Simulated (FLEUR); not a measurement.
Runs of FLEUR MaX-R8.1 (later development tree) on MgO. Symmetry: Fm-3m, No. 225, cubic system. Conventional cell: a = 4.194 Å, b = 4.194 Å, c = 4.194 Å, α = 90.00°, β = 90.00°, γ = 90.00°. Mg (site symmetry m-3m) has 6 O at 2.10 Å as nearest neighbours. O (site symmetry m-3m) is surrounded by 6 Mg at 2.10 Å. The cell is a database's computed one.

```csv
task,level,smearing,gmax,muffin-tin radii,lmax,max iterations,mixing factor,kmax,gap on the mesh (eV),V0 of scaled cells (Å³/atom),B0 (GPa)
single point,PBE,fermi-dirac 0.05 eV,13.5 1/bohr,"Mg 1.91, O 1.65 bohr","Mg 8, O 8",60,0.05,4.35 1/bohr,4.86,-,-
equation of state,SCAN,fermi-dirac 0.05 eV,15.9 1/bohr,"Mg 1.91, O 1.65 bohr","Mg 8, O 8",-,-,5.13 1/bohr,-,9.22,164
band structure,RPBE,fermi-dirac 0.05 eV,15.4 1/bohr,"Mg 1.97, O 1.7 bohr","Mg 8, O 8",60,0.05,4.97 1/bohr,5.09,-,-
equation of state,PBE,fermi-dirac 0.05 eV,13.5 1/bohr,"Mg 1.91, O 1.65 bohr","Mg 8, O 8",-,-,4.35 1/bohr,-,9.62,(a)
band structure,SCAN,fermi-dirac 0.05 eV,15.4 1/bohr,"Mg 1.97, O 1.7 bohr","Mg 8, O 8",60,0.05,4.97 1/bohr,(b),-,-
single point,Xalpha,fermi-dirac 0.2 eV,17.5 1/bohr,"Mg 1.97, O 1.7 bohr","Mg 7, O 6",60,0.05,3.5 1/bohr,4.65,-,-
```

Alike in all rows: potentials or basis all-electron, FLAPW; no spin polarisation; cell as given; k mesh 11 × 11 × 11.

Question: Fill in the values left out.

Answer: (a) 146; (b) 5.62.

Caveats: an odd mesh through Γ misses points on the zone boundary, where band edges often lie (some runs); the meta-GGA is that of a development version, with a GGA for the radial functions and cores and without core tails (some runs); the plane-wave cutoff is short for the semicore states, which can make moduli rough (some runs); the plane-wave cutoff is short for the small spheres of the light atoms, so energies, forces and moduli aren't converged (some runs).

Not every run made on this cell is shown here.
